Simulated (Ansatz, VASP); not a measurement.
One calculation of Cu, two programs

Contents of INCAR:

```
  PREC = Accurate
  ENCUT = 520
  EDIFF = 1E-6
  ISMEAR = -1
  SIGMA = 0.05
  LREAL = F
  LASPH = T
  NELM = 60
  ALGO = Normal
  ISIF = 2
  LWAVE = F
  LCHARG = F
  GGA = PS
  NBANDS = 18
```

File KPOINTS:

```
regular mesh
0
Gamma
  11 11 11
```

Contents of POSCAR:

```
Cu
1.0
    1.2344979457     -4.0287047744      0.0000000000
    1.2344979457      4.0287047744      0.0000000000
    0.0000000000      0.0000000000      2.5080715687
Cu
2
Direct
    0.8661333500      0.1338666500      0.7500000000
    0.1338666500      0.8661333500      0.2500000000
```

input.yaml

```yaml
crystal:
  lattice:
    - [1.2344979457, -4.0287047744, 0.0]
    - [1.2344979457, 4.0287047744, 0.0]
    - [0.0, 0.0, 2.5080715687]
  atoms:
    - { symbol: Cu, position: [0.86613335, 0.13386665, 0.75] }
    - { symbol: Cu, position: [0.13386665, 0.86613335, 0.25] }
hamiltonian:
  xc: pbesol
  pseudopotentials: { kind: paw }
kpoints:
  mp_grid: { grid: [11, 11, 11] }
scf:
  occupations: { method: fermi_dirac, width: 0.05 }
output:
  forces: true
  stress: true
  eigenvalues: true
```

This isn't the form of Cu at room conditions, which is fcc.

Alike in both runs: task single point; functional PBEsol; k mesh 11 × 11 × 11; occupations fermi-dirac, width 0.05 eV; no spin polarisation.

|  | VASP | Ansatz |
| --- | --- | --- |
| version | VASP 6.6.1 | Ansatz 0.2.0 |
| potentials or method | VASP PAW PBE potentials, release 64 (Cu) | Ansatz PAW |
| plane-wave cutoff (eV) | 520 | 420 |
| valence electrons in the cell | 22 | 38 |

```tsv
	VASP	Ansatz	Ansatz less VASP
gap on the k mesh at the Fermi level (eV)	none	none	-
pressure (GPa)	-6.0	-6.7	-0.69
largest component of the traceless stress (GPa)	0.71	0.76	+0.054
rms of the force components (eV/Å)	0.028	0.029	+0.0019
```

Atom by atom the forces differ by 0.002 eV/Å (rms over components). A gap of «none» marks a metal or a gap that the smearing closes. The functional is the same, so the differences come from potentials, cutoffs and numerics. The two sets of potentials don't hold the same shells in valence.

Caveats: the PAW data sets were made with another functional, which shifts forces and pressure a little (VASP); the PAW data sets come from PBE, with cores solved anew for the run's functional, which leaves a small shift of forces and pressure (Ansatz).
